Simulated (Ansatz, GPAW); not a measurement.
# Ge with PBE in single-zeta orbitals from a Python script

These are simulated results from GPAW 26.7.0, not measurements. The cell was built from a prototype and was relaxed with r2SCAN in plane waves (Ansatz 0.2.0). Not every such cell is a known phase. All runs are without spin polarisation.

It is hexagonal, P6_3/mmc (No. 194); conventional cell a = 3.998 Å, c = 6.593 Å, 22.81 Å³ an atom. Ge is surrounded by 4 Ge at 2.45–2.47 Å.

The basis is minimal: single zeta, one radial function for each shell that the log's basis lists. It describes the filled bands fairly and the empty ones poorly.

Input script:

```python
import json
from ase import Atoms
from gpaw import GPAW, PW, FermiDirac

atoms = Atoms(['Ge', 'Ge', 'Ge', 'Ge'],
              cell=[[3.99761521, 0.0, 0.0], [-1.9988076, 3.46203633, 0.0], [0.0, 0.0, 6.59281952]],
              scaled_positions=[[0.333333333, 0.666666667, 0.000369599], [0.666666667, 0.333333333, 0.500369599], [0.333333333, 0.666666667, 0.374630401], [0.666666667, 0.333333333, 0.874630401]],
              pbc=True)
calc = GPAW(mode='lcao', basis='sz(dzp)', h=0.2, xc='PBE', kpts={'size': (6, 6, 4), 'gamma': True},
            occupations=FermiDirac(0.02), maxiter=100, legacy_gpaw=True, txt='gpaw.txt')
atoms.calc = calc
res = {'energy': atoms.get_potential_energy(force_consistent=True)}
res['electrons'] = calc.get_number_of_electrons()
res['k'] = calc.get_ibz_k_points().tolist()
res['levels'] = [calc.get_eigenvalues(kpt=i).tolist() for i in range(len(res['k']))]
points = [[0.0, 0.0, 0.0], [0.5, 0.0, 0.0], [0.333333, 0.333333, 0.0], [0.0, 0.0, 0.5], [0.5, 0.0, 0.5], [0.333333, 0.333333, 0.5], [0.0, 0.0, 0.05], [0.0, 0.0, 0.15]]
bands = calc.fixed_density(kpts=points, symmetry='off', txt='bands.txt')
res['points'] = [bands.get_eigenvalues(kpt=i).tolist() for i in range(len(points))]
json.dump(res, open('results.json', 'w'))
print('free energy (eV):', round(res['energy'], 5))
```

Command: `python run.py`. It took 11 s on 1 thread of Arm Neoverse V2 (shared host), peak memory 0.15 GiB.

The log gpaw.txt, trimmed of paths, versions and times, then the last line on the terminal. An iter line gives the energy in eV and the logarithms of the changes of orbitals (plane waves alone) and density (c: converged):

```
___ ___ ___ _ _ _
 |   |   |_  | | | |

 | | | | | . | | | |

 |__ |  _|___|_____|  26.7.0
 |___|_|

Input parameters:
  basis: sz(dzp)
  h: 0.2
  kpts: {gamma: True,
         size: (6, 6, 4)}
  maxiter: 100
  mode: lcao
  occupations: {fixmagmom: False,
                name: fermi-dirac,
                width: 0.02}
  xc: PBE

System changes: positions, numbers, cell, pbc, initial_charges, initial_magmoms

Initialize ...

species:
  Ge:
    name:    Germanium
    Z:       32.0
    valence: 4
    core:    28
    charge:  0.0  # [|e|]
    compensation charges:
      type: gauss
      rc: 0.32  # [Å]
      lmax: 2
    cutoffs:
      filter: 1.77  # [Å]
      core: 3.42  # [Å]
    projectors
    | kind |    occ | energy [eV] | rcut [Å] |

    |------|--------|-------------|----------|

    |   4s |  2.000 |     -11.726 |    1.005 |

    |   4p |  2.000 |      -3.896 |    1.005 |

    |    s |        |      15.485 |    1.005 |

    |    p |        |      23.315 |    1.005 |

    |    d |        |       0.000 |    1.005 |

    LCAO basis set for Ge:
      Name: sz(dzp)
      Number of radial functions: 2
      Number of spherical harmonics: 4
        l=0, rc=6.6406 Bohr: 4s-sz confined orbital
        l=1, rc=8.9688 Bohr: 4p-sz confined orbital
      Number of RI-basis functions 0

Reference energy: -228390.551410  # eV

Spin-paired calculation

Convergence criteria:
 Maximum [total energy] change in last 3 cyles: 0.0005 eV / valence electron
 Maximum integral of absolute [dens]ity change: 0.0001 electrons / valence electron
 Maximum integral of absolute [eigenst]ate change: 4e-08 eV^2 / valence electron
 Maximum number of scf [iter]ations: 100
 (Square brackets indicate name in SCF output, whereas a 'c' in
 the SCF output indicates the quantity has converged.)

Symmetries present (total): 2

  ( 1  0  0)  ( 0 -1  0)
  ( 0  1  0)  (-1  0  0)
  ( 0  0  1)  ( 0  0  1)

144 k-points: 6 x 6 x 4 Monkhorst-Pack grid + [1/12,1/12,1/8]
47 k-points in the irreducible part of the Brillouin zone
       k-points in crystal coordinates                weights
   0:     0.00000000    0.00000000    0.00000000          1/144
   1:     0.00000000    0.00000000    0.25000000          2/144
   2:     0.00000000    0.00000000    0.50000000          1/144
   3:     0.16666667   -0.16666667   -0.25000000          2/144
   4:     0.16666667   -0.16666667    0.00000000          2/144
   5:     0.16666667   -0.16666667    0.25000000          2/144
   6:     0.16666667   -0.16666667    0.50000000          2/144
   7:     0.16666667    0.00000000   -0.25000000          4/144
   8:     0.16666667    0.00000000    0.00000000          4/144
   9:     0.16666667    0.00000000    0.25000000          4/144
          ...
  46:     0.50000000    0.50000000    0.50000000          1/144

Wave functions: LCAO
  Diagonalizer: Serial LAPACK
  Atomic Correction: dense with blas
  Data-type: complex

Occupation numbers: Fermi-Dirac:
  width: 0.0200  # eV

Eigensolver
   LCAO using direct dense diagonalizer

Densities:
  Coarse grid: 16*16*32 grid
  Fine grid: 32*32*64 grid
  Total Charge: 0.000000

Density mixing:
  Method: separate
  Backend: msr1
  Linear mixing parameter: 0.05
  old densities: 10
  Width of damping distribution: 1.1
  Damping of long wavelength oscillations: 20

Hamiltonian:
  XC and Coulomb potentials evaluated on a 32*32*64 grid
  Using the PBE Exchange-Correlation functional
  Interpolation: tri-quintic (5. degree polynomial)
  Poisson solver: FastPoissonSolver using
    Stencil: 8*3+1=25 point O(h^6) finite-difference Laplacian
    FFT axes: [np.int64(0), np.int64(1), np.int64(2)]
    FST axes: []

XC parameters: PBE with 2 nearest neighbor stencil

Memory estimate:
  Process memory now: 110.43 MiB
  Calculator: 16.37 MiB
    Density: 10.05 MiB
      Arrays: 1.62 MiB
      Localized functions: 7.18 MiB
      Mixer: 1.25 MiB
    Hamiltonian: 1.57 MiB
      Arrays: 1.06 MiB
      XC: 0.00 MiB
      Poisson: 0.00 MiB
      vbar: 0.51 MiB
    Wavefunctions: 4.74 MiB
      C [qnM]: 0.16 MiB
      S, T [2 x qmm]: 0.37 MiB
      P [aqMi]: 0.04 MiB
      BasisFunctions: 4.18 MiB
      Eigensolver: 0.00 MiB

Total number of cores used: 1

Number of atoms: 4
Number of atomic orbitals: 16
Number of bands in calculation: 14
Number of valence electrons: 16
Bands to converge: occupied
Positions:
   0 Ge     0.000000    2.308024    0.002437    ( 0.0000,  0.0000,  0.0000)
   1 Ge     1.998808    1.154012    3.298846    ( 0.0000,  0.0000,  0.0000)
   2 Ge     0.000000    2.308024    2.469871    ( 0.0000,  0.0000,  0.0000)
   3 Ge     1.998808    1.154012    5.766280    ( 0.0000,  0.0000,  0.0000)

Unit cell:
           periodic     x           y           z      points  spacing
  1. axis:    yes    3.997615    0.000000    0.000000    16     0.2164
  2. axis:    yes   -1.998808    3.462036    0.000000    16     0.2164
  3. axis:    yes    0.000000    0.000000    6.592820    32     0.2060

  Lengths:   3.997615   3.997615   6.592820
  Angles:   90.000000  90.000000 120.000000

Effective grid spacing dv^(1/3) = 0.2233

iter:   1   -16.342074        c
iter:   2   -16.336115        c -1.07
iter:   3   -16.282084        c -1.09
iter:   4   -16.281180        c -1.93
iter:   5   -16.281153c       c -3.03
iter:   6   -16.281151c       c -3.61
iter:   7   -16.281151c       c -4.91c

Converged after 7 iterations.

Energy contributions relative to reference atoms: (reference = -228390.551410)

Kinetic:        +25.928270
Potential:      -22.645405
External:        +0.000000
XC:             -19.506111
Entropy (-ST):   -0.000526
Local:           -0.057642
SIC:             +0.000000
--------------------------
Free energy:    -16.281414
Extrapolated:   -16.281151

Showing only first 2 kpts
 Kpt  Band  Eigenvalues  Occupancy
  0     6      5.59164    1.99994
  0     7      5.80815    0.81160
  0     8      5.81748    0.59968
  0     9      5.81801    0.58859

  1     6      5.45060    2.00000
  1     7      5.45111    2.00000
  1     8      5.99648    0.00011
  1     9      7.00344    0.00000

Fermi level: 5.80052

No gap
No difference between direct/indirect transitions

free energy (eV): -16.28141
```

The gap in the log is over the mesh alone; results.json adds the listed points. PBE in single-zeta orbitals gives a level spacing of 0.01 eV, too small to call a gap. On the same cell, plane-wave PBE (Ansatz, 12×12×4 k points and the special points) gives no gap (an overlap of 0.11 eV at the points read) and r2SCAN a gap of 0.08 eV; on shared hosts these took about 8.6 and 21 core-seconds on the 4-atom cell, against 11 for the script. Semilocal gaps usually lie below measured ones.

Spin-orbit coupling is left out.
